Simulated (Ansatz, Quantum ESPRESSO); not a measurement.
One calculation of Re, 3 ways

```
Re
1.0
     2.76639    0.00000    0.00000
    -1.38319    2.39576    0.00000
     0.00000    0.00000    8.93885
Re
4
Direct
  0.66667 0.33333 0.75000
  0.00000 0.00000 0.50000
  0.33333 0.66667 0.25000
  0.00000 0.00000 0.00000
```

Alike in all runs: task band structure; functional PBEsol; k mesh 11 × 11 × 3; occupations fermi-dirac, width 0.05 eV; no spin polarisation; no spin-orbit coupling. Pressure is positive in compression and, in plane waves, holds the error of the finite cutoff, which Ansatz's Pulay term estimates and takes out.

```
                        program and potentials  plane-wave cutoff (eV)                                                                                   notes  pressure (GPa)
                            Ansatz, Ansatz PAW                     420  potentials made for PBE, which Ansatz adapts in part; Pulay term of +0.15 GPa included           -6.76
Ansatz, all-electron LAPW, scalar-relativistic                       -                                                                                       -           -6.65
             Quantum ESPRESSO, GBRV 1.5 PBEsol                     612                                                                                       -           -6.84
```

The pressure spans -6.84 (Quantum ESPRESSO, GBRV 1.5 PBEsol) to -6.65 GPa (Ansatz, all-electron LAPW, scalar-relativistic), with all-electron results at -6.65.

The functional is the same throughout but for its coding, so the spread measures potentials, basis and numerics; runs on potential files found faulty are left out.
